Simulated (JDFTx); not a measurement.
# Sb (P2_1/m) in JDFTx: reference runs

Reference runs on Sb: the cell as given.

Program: JDFTx 1.7.0 (patched build). These are calculated values, not measurements. Logs are shortened: lines on timing, memory, paths and dates and some standing lists are left out, and cuts for length are marked. The log counts tension as positive stress, the text compression.

## 1. The crystal as given

The structure is monoclinic, space group P2_1/m (No. 11). Conventional cell: a = 3.122 Å, b = 4.348 Å, c = 4.406 Å, α = 90.00°, β = 90.51°, γ = 90.00°. Sb (site symmetry m) has 6 Sb at 3.04 to 3.15 Å as nearest neighbours.

This isn't the form of Sb at room conditions, which is rhombohedral.

## 2. Single point, PBE

Input file Sb.in:

```
lattice \
    5.9004846310     0.0000000000    -0.0735386921 \
    0.0000000000     8.2156183419     0.0000000000 \
    0.0000000000     0.0000000000     8.3258536256
coords-type Lattice
ion Sb     0.0113890000     0.2500000000     0.2411660000 1
ion Sb     0.9886110000     0.7500000000     0.7588340000 1

ion-species pseudo/Sb.upf
elec-cutoff 40 320
elec-ex-corr gga-PBE
kpoint-folding 9 6 6
elec-smearing Fermi 0.0018374661
elec-n-bands 22
electronic-SCF nIterations 100 energyDiffThreshold 1e-09
electronic-minimize nIterations 30 energyDiffThreshold 1e-7
converge-empty-states yes
forces-output-coords Cartesian

dump-name run.$VAR
dump End Ecomponents EigStats BandEigs Kpoints Forces Stress
```

Potentials or basis: PseudoDojo-SR-PBE-0.5-standard with smoothed tails.

Started as:

```sh
$ jdftx -c 1 -i Sb.in -o Sb.out
```

Output:

```text
*************** JDFTx 1.7.0 (patched build) ***************

Input parsed successfully to the following command list (including defaults):
[... the input with its defaults ...]

---------- Setting up symmetries ----------

Found 4 point-group symmetries of the bravais lattice
Found 4 space-group symmetries with basis
Applied RMS atom displacement 0 bohrs to make symmetries exact.

---------- Initializing the Grid ----------
R =
[      5.90048            0   -0.0735387  ]
[            0      8.21562            0  ]
[            0            0      8.32585  ]
unit cell volume = 403.605
G =
[    1.06486         -0 0.00940544  ]
[          0   0.764785         -0  ]
[          0          0    0.75466  ]
Minimum fftbox size, Smin = [  48  68  68  ]
Chosen fftbox size, S = [  48  70  70  ]

---------- Initializing tighter grid for wavefunction operations ----------
R =
[      5.90048            0   -0.0735387  ]
[            0      8.21562            0  ]
[            0            0      8.32585  ]
unit cell volume = 403.605
G =
[    1.06486         -0 0.00940544  ]
[          0   0.764785         -0  ]
[          0          0    0.75466  ]
Minimum fftbox size, Smin = [  36  48  48  ]
Chosen fftbox size, S = [  36  48  48  ]

---------- Exchange Correlation functional ----------
Initalized PBE GGA exchange.
Initalized PBE GGA correlation.

---------- Setting up pseudopotentials ----------
Width of ionic core gaussian charges (only for fluid interactions / plotting) set to 0

Reading pseudopotential file 'pseudo/Sb.upf':
  'Sb' pseudopotential, 'PBE' functional
  Generated using ONCVPSP code by D. R. Hamann
  15 valence electrons, 3 orbitals, 6 projectors, 1001 radial grid points, with lMax = 2
    4D    l: 2   occupation: 10.0   eigenvalue: -1.231384
    5S    l: 0   occupation:  2.0   eigenvalue: -0.471527
    5P    l: 1   occupation:  3.0   eigenvalue: -0.177427
  Core radius for overlap checks: 2.05 bohrs.

Initialized 1 species with 2 total atoms.

Folded 1 k-points by 9x6x6 to 324 k-points.

---------- Setting up k-points, bands, fillings ----------
Reduced to 112 k-points under symmetry.
Computing the number of bands and number of electrons
Calculating initial fillings.
nElectrons:  30.000000   nBands: 22   nStates: 112

----- Setting up reduced wavefunction bases (one per k-point) -----
average nbasis = 4877.015 , ideal nbasis = 4876.865

---------- Setting up ewald sum ----------
Optimum gaussian width for ewald sums = 2.626580 bohr.
Real space sum over 1287 unit cells with max indices [  6  5  4  ]
Reciprocal space sum over 1859 terms with max indices [  5  6  6  ]

---------- Allocating electronic variables ----------
Initializing wave functions:  linear combination of atomic orbitals
Note: number of bands (22) exceeds available atomic orbitals (18)
Sb pseudo-atom occupations:   s ( 2 )  p ( 3 )  d ( 10 )
	FillingsUpdate:  mu: +0.398455045  nElectrons: 30.000000
LCAOMinimize: Iter:   0  F: -160.6477030553126326  |grad|_K:  4.922e-05  alpha:  1.000e+00
	FillingsUpdate:  mu: +0.398491660  nElectrons: 30.000000
LCAOMinimize: Iter:   1  F: -160.6477418581628740  |grad|_K:  3.613e-06  alpha:  5.904e-01  linmin: -5.475e-04  cgtest:  6.240e-03
	FillingsUpdate:  mu: +0.398501717  nElectrons: 30.000000
LCAOMinimize: Iter:   2  F: -160.6477421713457545  |grad|_K:  4.592e-07  alpha:  8.849e-01  linmin: -1.102e-04  cgtest: -8.901e-04
	FillingsUpdate:  mu: +0.398502289  nElectrons: 30.000000
LCAOMinimize: Iter:   3  F: -160.6477421761709650  |grad|_K:  2.896e-08  alpha:  8.441e-01  linmin:  3.782e-04  cgtest: -9.191e-03
LCAOMinimize: Converged (|Delta F|<1.000000e-06 for 2 iters).

-------- Electronic minimization -----------
Will mix electronic density at each iteration.
	FillingsUpdate:  mu: +0.398502289  nElectrons: 30.000000
	FillingsUpdate:  mu: +0.386808000  nElectrons: 30.000000
SCF: Cycle:  0   F: -160.691065662384688   dF: -4.332e-02   |Residual|: 2.436e-02   |deigs|: 1.463e-01
	FillingsUpdate:  mu: +0.386295407  nElectrons: 30.000000
SCF: Cycle:  1   F: -160.691701640334514   dF: -6.360e-04   |Residual|: 1.421e-02   |deigs|: 5.782e-03
	FillingsUpdate:  mu: +0.386048286  nElectrons: 30.000000
SCF: Cycle:  2   F: -160.691777048579382   dF: -7.541e-05   |Residual|: 3.258e-03   |deigs|: 2.371e-03
	FillingsUpdate:  mu: +0.386161598  nElectrons: 30.000000
SCF: Cycle:  3   F: -160.691791073936798   dF: -1.403e-05   |Residual|: 9.296e-04   |deigs|: 4.336e-04
	FillingsUpdate:  mu: +0.386219448  nElectrons: 30.000000
SCF: Cycle:  4   F: -160.691796060456255   dF: -4.987e-06   |Residual|: 3.206e-04   |deigs|: 1.579e-04
	FillingsUpdate:  mu: +0.386238834  nElectrons: 30.000000
SCF: Cycle:  5   F: -160.691799335960127   dF: -3.276e-06   |Residual|: 1.378e-04   |deigs|: 9.402e-05
	FillingsUpdate:  mu: +0.386256635  nElectrons: 30.000000
SCF: Cycle:  6   F: -160.691801251545684   dF: -1.916e-06   |Residual|: 3.013e-05   |deigs|: 4.290e-05
	FillingsUpdate:  mu: +0.386256951  nElectrons: 30.000000
SCF: Cycle:  7   F: -160.691802736450626   dF: -1.485e-06   |Residual|: 1.633e-05   |deigs|: 3.351e-05
	FillingsUpdate:  mu: +0.386256141  nElectrons: 30.000000
SCF: Cycle:  8   F: -160.691803647242665   dF: -9.108e-07   |Residual|: 1.155e-05   |deigs|: 3.244e-05
	FillingsUpdate:  mu: +0.386255877  nElectrons: 30.000000
SCF: Cycle:  9   F: -160.691804197149622   dF: -5.499e-07   |Residual|: 7.517e-06   |deigs|: 3.374e-05
	FillingsUpdate:  mu: +0.386255134  nElectrons: 30.000000
SCF: Cycle: 10   F: -160.691804525053612   dF: -3.279e-07   |Residual|: 2.877e-06   |deigs|: 2.127e-05
	FillingsUpdate:  mu: +0.386255111  nElectrons: 30.000000
SCF: Cycle: 11   F: -160.691804764964445   dF: -2.399e-07   |Residual|: 3.704e-06   |deigs|: 1.839e-05
	FillingsUpdate:  mu: +0.386254924  nElectrons: 30.000000
SCF: Cycle: 12   F: -160.691804928580353   dF: -1.636e-07   |Residual|: 5.464e-06   |deigs|: 1.010e-05
	FillingsUpdate:  mu: +0.386254894  nElectrons: 30.000000
SCF: Cycle: 13   F: -160.691805055354507   dF: -1.268e-07   |Residual|: 1.444e-05   |deigs|: 1.602e-05
	FillingsUpdate:  mu: +0.386254806  nElectrons: 30.000000
SCF: Cycle: 14   F: -160.691805142280515   dF: -8.693e-08   |Residual|: 1.694e-05   |deigs|: 1.302e-05
	FillingsUpdate:  mu: +0.386254707  nElectrons: 30.000000
SCF: Cycle: 15   F: -160.691805208890969   dF: -6.661e-08   |Residual|: 1.809e-05   |deigs|: 1.328e-05
	FillingsUpdate:  mu: +0.386254661  nElectrons: 30.000000
SCF: Cycle: 16   F: -160.691805257203555   dF: -4.831e-08   |Residual|: 2.008e-05   |deigs|: 1.194e-05
	FillingsUpdate:  mu: +0.386254689  nElectrons: 30.000000
SCF: Cycle: 17   F: -160.691805295008066   dF: -3.780e-08   |Residual|: 2.608e-05   |deigs|: 9.914e-06
	FillingsUpdate:  mu: +0.386254568  nElectrons: 30.000000
SCF: Cycle: 18   F: -160.691805323159571   dF: -2.815e-08   |Residual|: 2.201e-05   |deigs|: 6.575e-06
	FillingsUpdate:  mu: +0.386254534  nElectrons: 30.000000
SCF: Cycle: 19   F: -160.691805341481057   dF: -1.832e-08   |Residual|: 2.246e-05   |deigs|: 3.191e-06
	FillingsUpdate:  mu: +0.386254522  nElectrons: 30.000000
SCF: Cycle: 20   F: -160.691805354880046   dF: -1.340e-08   |Residual|: 2.350e-05   |deigs|: 2.756e-06
	FillingsUpdate:  mu: +0.386254456  nElectrons: 30.000000
SCF: Cycle: 21   F: -160.691805366158434   dF: -1.128e-08   |Residual|: 1.921e-05   |deigs|: 2.891e-06
	FillingsUpdate:  mu: +0.386254387  nElectrons: 30.000000
SCF: Cycle: 22   F: -160.691805373320648   dF: -7.162e-09   |Residual|: 1.669e-05   |deigs|: 2.136e-06
	FillingsUpdate:  mu: +0.386254470  nElectrons: 30.000000
SCF: Cycle: 23   F: -160.691805378887040   dF: -5.566e-09   |Residual|: 2.523e-05   |deigs|: 3.077e-06
	FillingsUpdate:  mu: +0.386254428  nElectrons: 30.000000
SCF: Cycle: 24   F: -160.691805382774703   dF: -3.888e-09   |Residual|: 2.417e-05   |deigs|: 1.695e-06
	FillingsUpdate:  mu: +0.386254372  nElectrons: 30.000000
SCF: Cycle: 25   F: -160.691805385797636   dF: -3.023e-09   |Residual|: 2.019e-05   |deigs|: 1.573e-05
	FillingsUpdate:  mu: +0.386254329  nElectrons: 30.000000
SCF: Cycle: 26   F: -160.691805387873330   dF: -2.076e-09   |Residual|: 1.743e-05   |deigs|: 1.423e-05
	FillingsUpdate:  mu: +0.386254370  nElectrons: 30.000000
SCF: Cycle: 27   F: -160.691805389369335   dF: -1.496e-09   |Residual|: 1.792e-05   |deigs|: 6.813e-06
	FillingsUpdate:  mu: +0.386254387  nElectrons: 30.000000
SCF: Cycle: 28   F: -160.691805390490600   dF: -1.121e-09   |Residual|: 1.611e-05   |deigs|: 6.103e-06
	FillingsUpdate:  mu: +0.386254422  nElectrons: 30.000000
SCF: Cycle: 29   F: -160.691805391354848   dF: -8.642e-10   |Residual|: 1.484e-05   |deigs|: 4.972e-06
	FillingsUpdate:  mu: +0.386254482  nElectrons: 30.000000
SCF: Cycle: 30   F: -160.691805392131698   dF: -7.769e-10   |Residual|: 6.043e-06   |deigs|: 9.763e-06
SCF: Converged (|Delta E|<1.000000e-09 for 2 iters).

Setting wave functions to eigenvectors of Hamiltonian
Converging empty states (this may take a while):
EmptyStates: None of the convergence criteria satisfied.
|deigs|: 1.873e-04

# Stress tensor in Cartesian coordinates [Eh/a0^3]:
[ -2.29217e-05            0 -2.69985e-06  ]
[            0  -4.1882e-06            0  ]
[ -2.69985e-06            0 -1.30266e-05  ]

# Ionic positions in lattice coordinates:
ion Sb   0.011389000000000   0.250000000000000   0.241166000000000 1
ion Sb   0.988611000000000   0.750000000000000   0.758834000000000 1

# Forces in Cartesian coordinates:
force Sb  -0.000552380348683   0.000000000000000   0.001058074339368 1
force Sb   0.000552380348683   0.000000000000000  -0.001058074339368 1

# Energy components:
   Eewald =     -108.7994976174957742
       EH =       43.5373607170688786
     Eloc =     -138.7779347109942591
      Enl =      -38.8824862744479631
      Exc =      -45.4794313398936367
 Exc_core =       21.2135931423738597
       KE =      106.4970714927608810
-------------------------------------
     Etot =     -160.6913245906280281
       TS =        0.0004808015036652
-------------------------------------
        F =     -160.6918053921316982

IonicMinimize: Iter:   0  F: -160.691805392131698  |grad|_K:  6.891e-04
IonicMinimize: None of the convergence criteria satisfied after 0 iterations.

#--- Lowdin population analysis ---
# oxidation-state Sb +0.034 +0.034

Dumping 'run.eigStats' ...
	eMin: -0.692533 at state 0 ( [ +0.000000 +0.000000 +0.000000 ] spin 0 )
	HOMO: +0.385910 at state 101 ( [ +0.444444 +0.333333 +0.166667 ] spin 0 )
	mu  : +0.386255
	LUMO: +0.387021 at state 33 ( [ +0.111111 +0.333333 -0.166667 ] spin 0 )
	eMax: +0.857262 at state 109 ( [ +0.444444 +0.500000 +0.500000 ] spin 0 )
	HOMO-LUMO gap: +0.001112
	Optical gap  : +0.020269 at state 67 ( [ +0.333333 +0.000000 +0.500000 ] spin 0 )
WARNING: the last solve of the electrons (or of bands or displaced states from it) ended unconverged.
Done!
```

Wall time 15 min (1 thread of Arm Neoverse V1, shared host); peak memory 0.55 GiB.

What came out:

| Property | Result |
| --- | --- |
| Free energy | -4372.6468 eV |
| Pressure | 0.4 GPa |
| Largest force | 0.061 eV/Å |
| Band gap on the k mesh | none (metal or under the smearing width) |

Forces in eV/Å, atoms in the order of the input:
```
Sb  -0.028  0.000  0.054
Sb   0.028  0.000 -0.054
```

Caveat: the empty levels aren't tightly converged.
